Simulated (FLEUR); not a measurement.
Si2Mo in FLEUR: convergence with k mesh

Si2Mo:

```
Mo Si
1.0
    -1.60000    1.60000    3.93050
     1.60000   -1.60000    3.93050
     1.60000    1.60000   -3.93050
Mo Si
1 2
Direct
  0.00000 0.00000 0.00000
  0.66700 0.66700 0.00000
  0.33300 0.33300 0.00000
```

```yaml
Program: FLEUR MaX-R8.1 (later development tree)
Task: convergence study
Functional: PBEsol
Potentials_or_basis: all-electron
Basis: FLAPW
Kmax: 4.34 1/bohr
k_mesh: 3 × 3 × 3
Occupations: fermi-dirac, width 0.05 eV
Spin: no spin polarisation
```

These are the settings of the first run; the series varies k mesh, with any setting tied to it.

Hardware: 1 thread of Arm Neoverse V1 (shared host).

The values tried are 3 × 3 × 3, 5 × 5 × 5, 7 × 7 × 7, 8 × 8 × 8, 10 × 10 × 10, 12 × 12 × 12, 15 × 15 × 15, 18 × 18 × 18, loosest first. From which on does the largest force stay within 0.005 eV/Å of the tightest run that finished?

From 12 × 12 × 12 on.

```tsv
k mesh	energy less the tightest run, at zero smearing (meV/atom)	largest force (eV/Å)	SCF cycles	CPU time (s)	peak memory (GiB)
3 × 3 × 3	102.87	0.114	20	32	0.07
5 × 5 × 5	3.14	0.284	19	63	0.07
7 × 7 × 7	-0.84	0.345	19	130	0.07
8 × 8 × 8	-0.68	0.357	19	180	0.07
10 × 10 × 10	0.56	0.339	19	300	0.08
12 × 12 × 12	0.02	0.322	19	470	0.09
15 × 15 × 15	0.00	0.326	19	820	0.1
18 × 18 × 18	timed out after 1100 s	-	-	-	-
```

Against the tightest run, the energy stays within 1 meV/atom from 7 × 7 × 7 on. Meshes of other sizes hit other points, so gaps and Fermi surfaces needn't settle smoothly. The tightest run that finished is the yardstick and may itself not be fully converged.
